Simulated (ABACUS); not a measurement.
The system is GaAs.

```xyz
2
Lattice="-2.8268 0.0000 2.8268 0.0000 2.8268 2.8268 -2.8268 2.8268 0.0000" Properties=species:S:1:pos:R:3 pbc="T T T"
As   -1.4134    1.4134    1.4134
Ga    0.0000    0.0000    0.0000
```

Below is the output of ABACUS 3.10.1 for this cell. Logs are shortened: lines on timing, memory, paths and dates and some standing lists are left out, and cuts for length are marked.

```text
ABACUS v3.10.1

               Atomic-orbital Based Ab-initio Computation at UStc

 ------------------------------------------------------------------------------------

 READING GENERAL INFORMATION
                           global_out_dir = OUT.GaAs/
                           global_in_card = INPUT
                               pseudo_dir = ./
                              orbital_dir = ./
                                    DSIZE = 4
                                    GSIZE = 1

 READING UNITCELL INFORMATION
                                    ntype = 2
                  lattice constant (Bohr) = 10.6839
              lattice constant (Angstrom) = 5.6537

 READING ATOM TYPE 1
                               atom label = As
                      L=0, number of zeta = 4
                      L=1, number of zeta = 4
                      L=2, number of zeta = 3
                      L=3, number of zeta = 1
             number of atom for this type = 1

 READING ATOM TYPE 2
                               atom label = Ga
                      L=0, number of zeta = 4
                      L=1, number of zeta = 4
                      L=2, number of zeta = 3
                      L=3, number of zeta = 1
             number of atom for this type = 1

                        TOTAL ATOM NUMBER = 2
DIRECT COORDINATES
    atom                   x                   y                   z     mag                  vx                  vy                  vz
taud_As1            0.2500000000        0.2500000000        0.2500000000  0.0000        0.0000000000        0.0000000000        0.0000000000
taud_Ga1            0.0000000000        0.0000000000        0.0000000000  0.0000        0.0000000000        0.0000000000        0.0000000000

                          Volume (Bohr^3) = 304.884
                             Volume (A^3) = 45.1791

 Lattice vectors: (Cartesian coordinate: in unit of a_0)
[... 417 lines left out ...]

 Density error is 0.000000014616
----------------------------------------------------------
     Energy           Rydberg                 eV
----------------------------------------------------------
 E_KohnSham     -1107.2090162303     -15064.3514977060
 E_KS(sigma->0) -1107.2089899794     -15064.3511405450
 E_Harris       -1107.2090162970     -15064.3514986135
 E_band         -157.7575689582      -2146.4018404595
 E_one_elec     -1011.2362590485     -13758.5751472642
 E_Hartree      487.6459278701       6634.7632255305
 E_xc           -106.9590036470      -1455.2519020022
 E_Ewald        -476.6596289031      -6485.2869596482
 E_entropy(-TS) -0.0000525017        -0.0007143219
 E_descf        0.0000000000         0.0000000000
 E_exx          0.0000000000         0.0000000000
[... 32 lines left out ...]
 Largest gradient in stress is 11.883486 kbar.
 Threshold is 1.000000 kbar.

 Relaxation is not converged yet!
DIRECT COORDINATES
    atom                   x                   y                   z     mag                  vx                  vy                  vz
taud_As1            0.2500000000        0.2500000000        0.2500000000  0.0000        0.0000000000        0.0000000000        0.0000000000
taud_Ga1            0.0000000000        0.0000000000        0.0000000000  0.0000        0.0000000000        0.0000000000        0.0000000000

                          Volume (Bohr^3) = 321.290218
                             Volume (A^3) = 47.610241
[... 10 lines left out ...]
 -------------------------------------------
 STEP OF RELAXATION : 3
 -------------------------------------------

[... set-up of the moved cell ...]

 LCAO ALGORITHM --------------- ION=   3  ELEC=   1--------------------------------

 Density error is 0.001278966832
----------------------------------------------------------
     Energy           Rydberg                 eV
----------------------------------------------------------
 E_KohnSham     -1107.2094077047     -15064.3568239885
 E_Harris       -1107.0678619387     -15062.4309950432
 E_Fermi        0.6702671892         9.1194529554
----------------------------------------------------------

[... 6 further cycles ...]
 LCAO ALGORITHM --------------- ION=   3  ELEC=   8--------------------------------

 Density error is 0.000000018583
----------------------------------------------------------
     Energy           Rydberg                 eV
----------------------------------------------------------
 E_KohnSham     -1107.2094225573     -15064.3570260691
 E_KS(sigma->0) -1107.2094029091     -15064.3567587414
 E_Harris       -1107.2094232158     -15064.3570350277
 E_band         -156.8049477779      -2133.4407643723
 E_one_elec     -1004.8858525701     -13672.1734345419
 E_Hartree      484.9624460208       6598.2525819001
 E_xc           -106.9815733168      -1455.5589781137
 E_Ewald        -480.3044033947      -6534.8766606581
 E_entropy(-TS) -0.0000392964        -0.0005346555
 E_descf        0.0000000000         0.0000000000
 E_exx          0.0000000000         0.0000000000
[... 206 lines left out ...]
 Largest gradient in stress is 0.589633 kbar.
 Threshold is 1.000000 kbar.

 Relaxation is converged!

 --------------------------------------------
 !FINAL_ETOT_IS -15064.3570260691303702 eV
 --------------------------------------------
```

Q: What input gives this log?

A: Relaxation of cell and atoms with PBE, no spin polarisation. The files as run (others can give the same):

INPUT
```
INPUT_PARAMETERS
suffix              GaAs
calculation         cell-relax
basis_type          lcao
pseudo_dir          ./
orbital_dir         ./
latname             fcc
symmetry            1
dft_functional      pbe
ecutwfc             114
pseudo_rcut         10
nspin               1
nbands              27
ks_solver           genelpa
smearing_method     fd
smearing_sigma      0.00367493
scf_thr             1e-07
scf_nmax            100
mixing_type         broyden
mixing_beta         0.7
cal_force           1
cal_stress          1
out_mul             1
relax_nmax          60
force_thr_ev        0.01
relax_method        cg
out_stru            1
stress_thr          1
```

STRU
```
ATOMIC_SPECIES
As 74.9216 As.upf
Ga 69.7230 Ga.upf

NUMERICAL_ORBITAL
As_confined-atom_7au_4s4p3d1f.orb
Ga_confined-atom_8au_4s4p3d1f.orb

LATTICE_CONSTANT
10.6839445908

ATOMIC_POSITIONS
Direct

As
0.0
1
0.2500000000 0.2500000000 0.2500000000 1 1 1

Ga
0.0
1
0.0000000000 0.0000000000 0.0000000000 1 1 1
```

KPT
```
K_POINTS
0
Gamma
7 7 7 0 0 0
```

Potentials or basis: PseudoDojo NC SR 0.5 PBE stringent, TZDP LCAO (the cutoffs set its grid).
Command:
```sh
$ OMP_NUM_THREADS=1 mpirun -np 4 abacus > log
```

Caveat: the atomic orbitals were generated for these runs and aren't a published set; the basis of atomic orbitals isn't converged, which shifts pressures, moduli and gaps.
